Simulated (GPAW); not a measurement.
Here is a GPAW 26.7.0 calculation.

Contents of run.py:

```python
from ase import Atoms
from ase.filters import FrechetCellFilter
from ase.io import write
from ase.optimize import BFGS
from ase.units import GPa
from gpaw import GPAW, PW, setup_paths

setup_paths.insert(0, '.')

atoms = Atoms(['Cu', 'Cu'],
              cell=[[1.21846369, -3.9763780104, 0.0],
                    [1.21846369, 3.9763780104, 0.0],
                    [0.0, 0.0, 2.4754955235]],
              scaled_positions=[[0.86613335, 0.13386665, 0.75],
                                [0.13386665, 0.86613335, 0.25]],
              pbc=True)

calc = GPAW(mode=PW(600),
            xc='PBEsol',
            kpts={'size': (8, 8, 7), 'gamma': True},
            occupations={'name': 'fermi-dirac', 'width': 0.05},
            nbands=23,
            convergence={'density': 1e-05, 'forces': 0.0001},
            maxiter=150,
            txt='gpaw.txt')
atoms.calc = calc
opt = BFGS(FrechetCellFilter(atoms, scalar_pressure=30 * GPa), trajectory='relax.traj', logfile='-')
done = opt.run(fmax=0.02, steps=60)
calc.write('gs.gpw')
write('result.traj', atoms)
print('Converged:', done)
print('Cell:', atoms.cell.cellpar().round(4))
print('Volume:', round(atoms.get_volume(), 4))
print(atoms.get_scaled_positions().round(5))
```

Potentials or basis: PAW data sets generated in the run's folder for this functional, pw.

Run with:

```sh
$ gpaw-setup -f PBEsol Cu
$ OMP_NUM_THREADS=1 python run.py
```

**Question.** Predict the relaxed volume.

**Answer.** 10.43 Å³/atom.

**Question.** Estimate the relaxed cell.

**Answer.** a = 3.964 Å, b = 3.964 Å, c = 2.377 Å, α = 90.00°, β = 90.00°, γ = 146.07°.

**Question.** What does it give for the space group after relaxing (to 0.05 Å)?

**Answer.** Cmcm (No. 63).

**Question.** Estimate the band gap on the k mesh.

**Answer.** None (metal or under the smearing width).

Forces on the atoms (eV/Å):
```
Cu   0.000  0.018  0.000
Cu   0.000 -0.018  0.000
```

Caveat: the k mesh is coarse (spacing up to 0.36 Å⁻¹), so the values aren't converged; with this Cu data set, volumes or pressures lay over 1.5 % or 2 GPa off other programs in two to four cells of ten; later steps reuse the first step's grids; the program warned that so skewed a cell can give wrong results.
